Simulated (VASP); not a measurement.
# Zn, self-consistent run: which settings are enough?

Zn, Im-3m (no. 229), 1 atom in the cell. AM05; PAW potentials Zn (PBE set). VASP 6.6.1.

Wanted: energy within 0.2 meV/atom; Fermi level within 0.005 eV.

What the run is for: comparing ways to start; Accuracy asked: tight.

POSCAR:
```
Zn
1.0
   -1.5690370000      1.5690370000      1.5690370000
    1.5690370000     -1.5690370000      1.5690370000
    1.5690370000      1.5690370000     -1.5690370000
Zn
1
Direct
    0.0000000000      0.0000000000      0.0000000000
```

## How the run starts (with a second run first, the time holds both)

| How the run starts (with a second run first, the time holds both) | Energy less reference (meV/atom) | Fermi level (eV) | Time (s) |
|---|---|---|---|
| from scratch: 10 SCF iterations | 0.00 | 2.9389 | 10 |
| density of a coarse mesh (ICHARG 1): 10 + 7 SCF iterations | 0.00 | 2.9384 | 11 |
| orbitals of a lower cutoff (ISTART 1): 10 + 5 SCF iterations | 0.00 | 2.9389 | 12 |
| orbitals of a loose run: 9 + 3 SCF iterations | 0.00 | 2.9389 | 9.4 |

Chosen: from scratch: 10 SCF iterations; no other choice that stays within half of the tolerance saves 30 % of the time.

The chosen settings are those of the reference run.

## The input

INCAR:
```
GGA      = AM             # functional
ISMEAR   = 1              # smearing method
SIGMA    = 0.1            # smearing width, eV
LWAVE    = False          # write WAVECAR
LCHARG   = False          # write CHGCAR
ISIF     = 2              # what is computed and relaxed
PREC     = Accurate       # precision mode
LASPH    = True           # aspherical terms in the spheres
LREAL    = False          # projectors in reciprocal space
ALGO     = Normal         # electronic algorithm
EDIFF    = 1E-6           # SCF threshold, eV
NELM     = 120            # most SCF steps
GGA_COMPAT= False        
ENCUT    = 400            # plane-wave cutoff, eV
```

KPOINTS:
```
k-points
0
Gamma
  15 15 15
```

Commands:
```
cat potpaw_PBE.64/Zn/POTCAR > POTCAR
mpirun -np 1 vasp_std > vasp.out
```

The chosen input took VASP 6.6.1 10 s on 1 core (Intel Xeon Platinum 8259CL @ 2.50GHz (Skylake/Cascade Lake)), a shared host.

## An input that fails: restart asked without its files

VASP's message: ERROR: charge density could not be read from file CHGCAR for ICHARG>10.

Changes against the starting input:
```
- NELM = 120
+ NELM = 60
+ ICHARG = 11
```
